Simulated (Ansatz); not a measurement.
The system is Ca.

```
CELL_PARAMETERS angstrom
-2.27312 2.14181 2.33733
2.16792 -2.16128 2.25161
2.32967 2.21784 -2.35681
ATOMIC_POSITIONS crystal
Ca 0.00000 0.00000 0.00000
```

The cell isn't the ideal one: cell strained at random at fixed volume.

Base run:

| Item | Value |
| --- | --- |
| Program | Ansatz 0.2.0 |
| Functional | LDA |
| Potentials or basis | all-electron LAPW, scalar-relativistic |
| Cutoff | 89 eV (chosen from the basis error) |
| Basis error allowed | 0.001 eV/atom |
| k mesh | 8 × 8 × 8 |
| Occupations | gaussian, width 0.05 eV |
| Spin | no spin polarisation |

Its results: band gap on the k mesh none (metal or under the smearing width); pressure -2.5 GPa.

Q: The run is repeated on the same cell with these changes: functional from LDA to PBE. What comes out?

A: Band gap on the k mesh none (metal or under the smearing width); pressure -1.0 GPa.

PBE binds less tightly than LDA, so the same cell stands under more pressure.

Caveats: the cell was measured hot, at 740 K.
